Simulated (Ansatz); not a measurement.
A run of Ansatz 0.2.0:

File input.yaml:

```yaml
crystal:
  lattice:
    - [2.55255061, 0.0, 0.0]
    - [0.0, 2.55255061, 0.0]
    - [0.0, 0.0, 2.55255061]
  atoms:
    - { symbol: Cu, position: [0.0, 0.0, 0.0] }
    - { symbol: O, position: [0.5, 0.5, 0.5] }
kpoints:
  mp_grid: { grid: [10, 10, 10] }
scf:
  occupations: { method: fermi_dirac, width: 0.05 }
hamiltonian:
  xc: pbe
  pseudopotentials: { kind: all_electron, datasets: crystal }
output:
  forces: true
  stress: true
  eigenvalues: true
  dos: { projected: false, de: 0.1, e_range: [-20, 8] }
```

Potentials or basis: all-electron PAW datasets made for the crystal.

Run with:

```bash
$ ansatz run input.yaml --threads 1 --pin off --max-ram 3072MiB --backend cpu --events-out ev --progress --plain --runs-dir out
```

Hardware: 1 thread of Arm Neoverse V2 (shared host).

**Question.** How long does it take, and how much memory?

**Answer.** It took 7.3 s on 1 thread of Arm Neoverse V2, with other jobs on the host, peak memory 0.46 GiB. Counts: scf iterations 10, plane waves 305, k points 56, bands 13.
